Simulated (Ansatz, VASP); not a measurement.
# Cu (Cu wire along [100], 9 atoms a period): VASP beside Ansatz

Aim: how closely do two programs agree when they are given the same cell, functional and k mesh? The structure shown is the start of the Ansatz relaxation below; VASP solves that cell, so the two are compared at the walk's first step.

Program: Ansatz 0.2.0. Level of theory: plane waves, with VASP 6.6.1 beside it; single point at PBE. Results are calculated unless marked as measured.

## Step 1: The structure

The cell holds 9 atoms: 9 Cu. Its edges and angles: a = 10.430 Å, b = 10.430 Å, c = 3.630 Å, α = 90.0°, β = 90.0°, γ = 90.0°. Vacuum lies along a and b. The structure's axis is c.

As a file:

```cif
data_structure
_symmetry_space_group_name_H-M 'P 1'
_symmetry_Int_Tables_number 1
_cell_length_a 10.4300
_cell_length_b 10.4300
_cell_length_c 3.6300
_cell_angle_alpha 90.000
_cell_angle_beta 90.000
_cell_angle_gamma 90.000
_cell_volume 394.89
loop_
_atom_site_label
_atom_site_type_symbol
_atom_site_fract_x
_atom_site_fract_y
_atom_site_fract_z
_atom_site_occupancy
Cu1 Cu 0.32598 0.32598 0.00000 1
Cu2 Cu 0.32598 0.67402 0.00000 1
Cu3 Cu 0.50000 0.50000 0.00000 1
Cu4 Cu 0.67402 0.32598 0.00000 1
Cu5 Cu 0.67402 0.67402 0.00000 1
Cu6 Cu 0.32598 0.50000 0.50000 1
Cu7 Cu 0.50000 0.32598 0.50000 1
Cu8 Cu 0.50000 0.67402 0.50000 1
Cu9 Cu 0.67402 0.50000 0.50000 1
```

## Step 2: Ansatz: relaxation, PBE

Ansatz runs on its PAW soft_1 files.

The two programs are compared at the cell with which this relaxation starts, whose forces are those of its first step.

input.yaml

```yaml
crystal:
  lattice:
    - [10.43, 0.0, 0.0]
    - [0.0, 10.43, 0.0]
    - [0.0, 0.0, 3.63]
  atoms:
    - { symbol: Cu, position: [0.325982742, 0.325982742, 0.0] }
    - { symbol: Cu, position: [0.325982742, 0.674017258, 0.0] }
    - { symbol: Cu, position: [0.5, 0.5, 0.0] }
    - { symbol: Cu, position: [0.674017258, 0.325982742, 0.0] }
    - { symbol: Cu, position: [0.674017258, 0.674017258, 0.0] }
    - { symbol: Cu, position: [0.325982742, 0.5, 0.5] }
    - { symbol: Cu, position: [0.5, 0.325982742, 0.5] }
    - { symbol: Cu, position: [0.5, 0.674017258, 0.5] }
    - { symbol: Cu, position: [0.674017258, 0.5, 0.5] }
kpoints:
  mp_grid: { grid: [1, 1, 23] }
scf:
  occupations: { method: fermi_dirac, width: 0.05 }
hamiltonian:
  xc: pbe
  pseudopotentials: { kind: paw, azcp: { folder: soft_1 } }
relax:
  cell: { fix: [a, b, alpha, beta, gamma] }
  max_steps: 45
  f_tol: 0.03
```

Command:

```
> ansatz run input.yaml --threads 4 --pin off --max-ram 16384MiB --backend cpu --events-out ev --progress --plain --runs-dir out
```

Numbers of over 12 decimals in the logs are rounded to 6 here.

Log:

```text
Engine: ansatz 0.2.0, aarch64-unknown-linux-gnu
Pseudopotentials: kind: paw
Pseudopotential: Cu, paw, valence charge 19, recommended cutoff 420 eV (normal), soft_1/Cu.paw.azcp
Functional definition: PBE
  parameter kappa = 0.804
  parameter beta = 0.066725
  exchange = pbe_x(kappa = kappa, mu = beta*pi^2/3)
  correlation = pbe_c(beta = beta)
Crystal: 9 atoms, lattice volume = 394.889 Å³
Basis set: ecut = 420 eV, 7705 PW (Γ), exchange–correlation on 144×144×50 points (8 copies of the dense FFT grid, shifted against one another)
Bands: 103, of which v1, the nominal top of the filled ones, is band 86 counted from 1 (85 counted from 0)
Symmetry: 16 space group operations
Space group: P4/mmm (ITA 123), of the structure as read, at distance tolerance 7.3e-5 Å
k-points: 12 of 23
Non-local potential: Cu, projectors of the file, l = 0: 3, l = 1: 2, l = 2: 3, l = 3: 1
PAW form: soft (Blöchl's): semilocal exchange-correlation on the pseudo side does not see the compensation charge
PAW one-centre angular grid: Cu, 590 points (default); XC on 64 Gauss nodes
Initial density: superposition of atomic densities (neutral atoms: chi_scale 0, normalization atom)
Initial wavefunctions: pseudopotential atomic-orbital guess
Functional: x = pbe(κ = 0.804, μ = 0.219515), c = pbe(β = 0.066725)
SCF iter   1: F=—  HF=-59623.995103 eV  |F-HF|=—  |Δ(HF+E_count)|=         —  Δρ=1.02e-1  dr2=2.71e1  ethr=3.10e-3  ⟨swp⟩=6.7  Hψ=4691  notcnv=0  defer=30
preconditioner: auto → LDOS  [metal: Δε(μ)=0.044 eV  Ē_g=5.794 eV  σ=0.050 eV  W_gap=0.21  n_scr=86 (ndim 8)  ℏωp=18.6 eV  f_vac=0.602  D(μ)=5.68/eV (n_scr^D=20)  β→1.0]
SCF iter   2: F=—  HF=-59648.020271 eV  |F-HF|=—  |Δ(HF+E_count)|=    2.40e1  Δρ=1.99e-1  dr2=8.91e1  ethr=3.10e-3  ⟨swp⟩=4.0  Hψ=3762  notcnv=0  defer=108  recentre
SCF iter   3: F=—  HF=-59619.435805 eV  |F-HF|=—  |Δ(HF+E_count)|=    2.86e1  Δρ=3.53e-2  dr2=3.22e0  ethr=3.10e-3  ⟨swp⟩=4.0  Hψ=3315  notcnv=0  defer=106
SCF iter   4: F=—  HF=-59619.035221 eV  |F-HF|=—  |Δ(HF+E_count)|=   4.01e-1  Δρ=1.99e-2  dr2=1.05e0  ethr=1.88e-3  ⟨swp⟩=2.1  Hψ=2086  notcnv=0  defer=119
SCF iter   5: F=—  HF=-59618.884785 eV  |F-HF|=—  |Δ(HF+E_count)|=   1.50e-1  Δρ=3.15e-3  dr2=4.81e-2  ethr=6.13e-4  ⟨swp⟩=2.0  Hψ=1870  notcnv=0  defer=120
SCF iter   6: F=—  HF=-59618.901019 eV  |F-HF|=—  |Δ(HF+E_count)|=   1.62e-2  Δρ=1.92e-3  dr2=1.35e-2  ethr=2.81e-5  ⟨swp⟩=2.0  Hψ=1800  notcnv=0  defer=120
SCF iter   7: F=—  HF=-59618.901127 eV  |F-HF|=—  |Δ(HF+E_count)|=   1.08e-4  Δρ=4.95e-4  dr2=7.99e-4  ethr=7.87e-6  ⟨swp⟩=2.0  Hψ=1756  notcnv=0  defer=120
SCF iter   8: F=—  HF=-59618.901351 eV  |F-HF|=—  |Δ(HF+E_count)|=   2.24e-4  Δρ=4.81e-4  dr2=5.35e-4  ethr=4.67e-7  ⟨swp⟩=2.2  Hψ=1742  notcnv=0  defer=120
SCF iter   9: F=—  HF=-59618.901276 eV  |F-HF|=—  |Δ(HF+E_count)|=   7.49e-5  Δρ=8.40e-5  dr2=2.49e-5  ethr=3.13e-7  ⟨swp⟩=2.0  Hψ=2047  notcnv=0  defer=120
SCF iter  10: F=—  HF=-59618.901220 eV  |F-HF|=—  |Δ(HF+E_count)|=   5.55e-5  Δρ=2.36e-5  dr2=2.02e-6  ethr=1.46e-8  ⟨swp⟩=2.0  Hψ=1722  notcnv=0  defer=120
SCF iter  11: F=—  HF=-59618.901224 eV  |F-HF|=—  |Δ(HF+E_count)|=   3.27e-6  Δρ=6.07e-6  dr2=1.89e-7  ethr=1.18e-9  ⟨swp⟩=2.3  Hψ=1728  notcnv=0  defer=120
SCF iter  12: F=-59618.901224 eV  HF=-59618.901224 eV  |F-HF|=6.42e-9  |Δ(HF+E_count)|=   6.69e-8  Δρ=2.00e-6  dr2=2.28e-8  ethr=5.85e-11  ⟨swp⟩=4.2  Hψ=3945  notcnv=0
SCF 1 converged in 12 iterations: F = -59618.901224 eV  dr2 = 2.28e-8
  greatest PAW one-centre occupation: 1.000 electrons in one spin orbital (limit 2), on the Cu atom at site 4 (counted from 0), in its partial waves of l = 0
relax step   1: F+E_penalty+E_count = -59618.90122374 eV  Δ(F+E_penalty+E_count) = +0.000e0 eV  max|allowed force component| = 4.938e-1 eV/Å  Δτ_max = 0.0000 Å  P = -2.536 GPa  Ω = 394.889 Å³  fix = [a, b, alpha, beta, gamma]  reactions: a -1.751, b -1.751 GPa  (12 SCF iters, dr2 threshold 1.00e-7 eV, accepted)
[...]
relax step  10: F+E_penalty+E_count = -59620.88309148 eV  Δ(F+E_penalty+E_count) = +1.785e-2 eV  max|allowed force component| = 1.181e-2 eV/Å  Δτ_max = 0.0000 Å  P = -0.190 GPa  Ω = 276.568 Å³  fix = [a, b, alpha, beta, gamma]  reactions: a -0.243, b -0.243 GPa  stress off target by 8.44e-2 GPa on what of the cell is left free  SCF on the basis re-selected at this cell (its energy is not comparable with the rows above)  (11 SCF iters)
[...]
relax step  11: F+E_penalty+E_count = -59620.88372436 eV  Δ(F+E_penalty+E_count) = -6.329e-4 eV  max|allowed force component| = 1.108e-2 eV/Å  Δτ_max = 0.0057 Å  P = -0.131 GPa  Ω = 275.823 Å³  energy of the carried Pulay correction = +2.591e-4 eV  fix = [a, b, alpha, beta, gamma]  reactions: a -0.215, b -0.215 GPa  (8 SCF iters, dr2 threshold 1.78e-8 eV, accepted)
[...]
relax step  12: F+E_penalty+E_count = -59620.88340556 eV  Δ(F+E_penalty+E_count) = +3.188e-4 eV  max|allowed force component| = 1.107e-2 eV/Å  Δτ_max = 0.0000 Å  P = -0.130 GPa  Ω = 275.823 Å³  fix = [a, b, alpha, beta, gamma]  reactions: a -0.214, b -0.214 GPa  stress off target by 3.74e-2 GPa on what of the cell is left free  SCF on the basis re-selected at this cell (its energy is not comparable with the rows above)  (8 SCF iters)
basis re-selected at this cell: Δ(F+E_penalty+E_count) = +3.188e-4 eV, ΔP = +0.001 GPa vs the last step (what re-selecting the basis moved, of the pressure what is left beyond the Pulay correction that the steps carried, after the strain that the cell walked since its last selection, with what the two solves' SCF thresholds leave and, on support functions, any second-order correction that the steps lacked; it is no m [...]
SCF converged after 8 iterations
Free energy (F): -59620.883406 eV
Harris-Foulkes:  -59620.883406 eV  (|F-HF|=5.82e-11)
Internal energy: -59620.843777 eV  (E = F + TS)
E sigma→0 (E₀):  -59620.863591 eV
Entropy (-TS):   -0.039628 eV (-4.403 meV/atom)
Fermi energy:    3.662824 eV
--- Per-component energies (eV) ---
  E_band       = -5418.586267
  E_kinetic    = 2354.218252
  E_local      = -109878.122908  (includes V_loc(G=0)·N_el)
  E_nonlocal   = 8049.817815
  E_hartree    = 50790.710906
  E_xc         = -609.451420
  E_vxc        = -785.803113  (∫ρ·V_xc dr)
  E_paw        = -16370.667095  (= ΣΔE_a)
  E_vpaw       = -6740.127327  (= ΣTr[D̂ρ^β])
  E_aug_tail   = 0.009012  (compensation charges beyond the density's cutoff)
  E_ewald      = 6042.641660
  E_smearing   = -0.039628  (= −TS)
  E_closure    = 0.000000  (closes the sum)
  Σ components = -59620.883406   (vs F -59620.883406, Δ=0.00e0)
--- Forces (eV/Å), atoms counted from 1 ---
  atom   1  Cu    -0.00409773    -0.00409773     0.00000000
  atom   2  Cu    -0.00409773     0.00409773     0.00000000
  atom   3  Cu    -0.00000000     0.00000000     0.00000000
  atom   4  Cu     0.00409773    -0.00409773     0.00000000
  atom   5  Cu     0.00409773     0.00409773     0.00000000
  atom   6  Cu    -0.01107377     0.00000000     0.00000000
  atom   7  Cu    -0.00000000    -0.01107377     0.00000000
  atom   8  Cu    -0.00000000     0.01107377     0.00000000
  atom   9  Cu     0.01107377    -0.00000000     0.00000000
  max |Σ_I F_I| component: 3.23e-27 eV/Å
--- Stress (GPa, compression-positive) ---
       -0.213763       0.000000       0.000000
        0.000000      -0.213763       0.000000
        0.000000       0.000000       0.037433
  P = ⅓ Tr σ = -0.1300 GPa (-1.300 kbar)
--- Relaxed structure (10 steps of the walk, 10 accepted, 2 SCFs on fresh bases) ---
  F+E_penalty+E_count = -59620.88340556 eV   max|allowed force component| = 1.107e-2 eV/Å   (the final SCF, on the basis selected at the relaxed cell)
  cell:  # Å, volume = 275.8231 Å³
    - [10.43, 0.0, 0.0]
    - [0.0, 10.43, 0.0]
    - [0.0, 0.0, 2.535491]
  atoms:
    - { symbol: Cu, position: [0.300001, 0.300001, 0.0] }
    - { symbol: Cu, position: [0.300001, 0.699999, 0.0] }
    - { symbol: Cu, position: [0.5, 0.5, 0.0] }
    - { symbol: Cu, position: [0.699999, 0.300001, 0.0] }
    - { symbol: Cu, position: [0.699999, 0.699999, 0.0] }
    - { symbol: Cu, position: [0.290951, 0.5, 0.5] }
    - { symbol: Cu, position: [0.5, 0.290951, 0.5] }
    - { symbol: Cu, position: [0.5, 0.709049, 0.5] }
    - { symbol: Cu, position: [0.709049, 0.5, 0.5] }
```

Reading the cycles: dr2 is the Hartree energy of the density residual (eV), the measure of convergence; HF is the Harris–Foulkes estimate of the energy, which meets the free energy F at convergence.

## Step 3: VASP: single point, PBE, start cell

The same cell, functional, mesh and smearing now go to VASP, with its own data sets.

Lines of VASP's logs that name or quote its potential files are left out, and so is its time.

INCAR

```
SYSTEM = Cu
PREC = Accurate
ENCUT = 520
EDIFF = 1E-06
NELM = 120
ISMEAR = -1
SIGMA = 0.05
LREAL = .FALSE.
ALGO = Normal
GGA = PE
NBANDS = 61
LASPH = .TRUE.
LORBIT = 11
LWAVE = .FALSE.
LCHARG = .FALSE.
ISIF = 2
GGA_COMPAT = .FALSE.
KPAR = 2
```

POSCAR

```
Cu
1.0
   10.4300000000      0.0000000000      0.0000000000
    0.0000000000     10.4300000000      0.0000000000
    0.0000000000      0.0000000000      3.6300000000
Cu
9
Direct
    0.3259827421      0.3259827421      0.0000000000
    0.3259827421      0.6740172579      0.0000000000
    0.5000000000      0.5000000000      0.0000000000
    0.6740172579      0.3259827421      0.0000000000
    0.6740172579      0.6740172579      0.0000000000
    0.3259827421      0.5000000000      0.5000000000
    0.5000000000      0.3259827421      0.5000000000
    0.5000000000      0.6740172579      0.5000000000
    0.6740172579      0.5000000000      0.5000000000
```

KPOINTS

```
Automatic mesh
0
Gamma
1 1 23
0 0 0
```

The projector-augmented-wave data sets are Cu (PBE family, release 64).

Command:

```
> mpirun -np 2 vasp_std
```

Log:

```text
[banner, memory and clock lines left out]
running    2 mpi-ranks, on    1 nodes
 distrk:  each k-point on    1 cores,    2 groups
 distr:  one band on    1 cores,    1 groups

 POSCAR found type information on POSCAR Cu
 POSCAR found :  1 types and       9 ions
 LDA part: xc-table for (Slater+PW92), standard interpolation
 POSCAR, INCAR and KPOINTS ok, starting setup
 FFT: planning ... GRIDC
 FFT: planning ... GRID_SOFT
 FFT: planning ... GRID
 WAVECAR not read
 entering main loop
       N       E                     dE             d eps       ncg     rms          rms(c)
DAV:   1     0.813399622633E+03    0.81340E+03   -0.39737E+04  1464   0.176E+03
DAV:   2     0.418322961777E+02   -0.77157E+03   -0.74694E+03  1464   0.380E+02
DAV:   3    -0.277780207509E+02   -0.69610E+02   -0.63675E+02  1559   0.170E+02
DAV:   4    -0.309617078340E+02   -0.31837E+01   -0.31367E+01  1686   0.446E+01
DAV:   5    -0.310538770282E+02   -0.92169E-01   -0.92117E-01  1733   0.555E+00    0.172E+01
DAV:   6    -0.285897776175E+02    0.24641E+01   -0.62436E+01  1643   0.988E+01    0.101E+01
DAV:   7    -0.260291388727E+02    0.25606E+01   -0.12147E+01  1724   0.495E+01    0.196E+00
DAV:   8    -0.261231591406E+02   -0.94020E-01   -0.25090E+00  1666   0.406E+01    0.287E+00
DAV:   9    -0.260271480043E+02    0.96011E-01   -0.50742E-01  1898   0.196E+01    0.162E+00
DAV:  10    -0.259901052943E+02    0.37043E-01   -0.30615E-01  2277   0.833E+00    0.425E-01
DAV:  11    -0.259867964097E+02    0.33089E-02   -0.37202E-02  2066   0.486E+00    0.327E-01
DAV:  12    -0.259856864546E+02    0.11100E-02   -0.88448E-03  1847   0.275E+00    0.296E-01
DAV:  13    -0.259847083232E+02    0.97813E-03   -0.64445E-03  1978   0.165E+00    0.132E-01
DAV:  14    -0.259853067513E+02   -0.59843E-03   -0.33802E-03  1782   0.130E+00    0.459E-02
DAV:  15    -0.259854406288E+02   -0.13388E-03   -0.71699E-04  1807   0.543E-01    0.307E-02
DAV:  16    -0.259855054806E+02   -0.64852E-04   -0.27608E-04  1787   0.382E-01    0.227E-02
DAV:  17    -0.259855433210E+02   -0.37840E-04   -0.10537E-04  1696   0.339E-01    0.165E-02
DAV:  18    -0.259855533509E+02   -0.10030E-04   -0.28043E-05  1712   0.175E-01    0.423E-03
DAV:  19    -0.259855530591E+02    0.29174E-06   -0.63422E-06  1834   0.321E-02
   1 F= -.25985553E+02 E0= -.25966575E+02  d E =-.379556E-01
```

(Part 1 of 2 ends here.)

[Lines on the potential files, build, host, timing and source positions are cut from VASP's logs without a mark.]

[Logs are printed without paths, hosts, clocks, repeated set-up lines and the standing remarks that a program may print on its own settings, such as how far it seeks lower states.]

[Hosts, paths, dates, database ids (printed as entryN), source tags and the programs' standing remarks are cut or masked in the printed files.]
